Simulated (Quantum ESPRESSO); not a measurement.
A run of Quantum ESPRESSO 7.5 is set up as follows.

pw.in

```
&CONTROL
  calculation = 'scf'
  prefix = 'pwscf'
  outdir = './tmp'
  pseudo_dir = './pseudo'
  tprnfor = .true.
  tstress = .true.
  disk_io = 'nowf'
/
&SYSTEM
  ibrav = 0
  nat = 1
  ntyp = 1
  ecutwfc = 56
  ecutrho = 448
  nbnd = 13
  occupations = 'smearing'
  smearing = 'fd'
  degauss = 0.00367493
/
&ELECTRONS
  conv_thr = 2d-10
  electron_maxstep = 120
  mixing_beta = 0.5
/
ATOMIC_SPECIES
W    183.8400 w_pbesol_v1.2.uspp.F.UPF
CELL_PARAMETERS angstrom
  -1.5448010000    1.6150760000    1.6310250000
   1.5711460000   -1.5452470000    1.5875410000
   1.5456960000    1.5461430000   -1.5611960000
ATOMIC_POSITIONS crystal
W      0.0109310000    0.0077030000    0.0229730000
K_POINTS automatic
12 12 12 0 0 0
```

Potentials or basis: GBRV 1.5 PBEsol.

Run with:

```console
$ OMP_NUM_THREADS=1 mpirun -n 2 pw.x -nk 2 -in pw.in > pw.out
```

Estimate the band gap on the k mesh.

none (metal or under the smearing width).

Estimate the pressure.

-2.5 GPa.

Stress tensor (GPa, compression positive):
```
 3.15  0.61 -2.08
 0.61 -2.58 -6.03
-2.08 -6.03 -8.00
```

The run has no spin-orbit coupling, so splittings on W are missing.
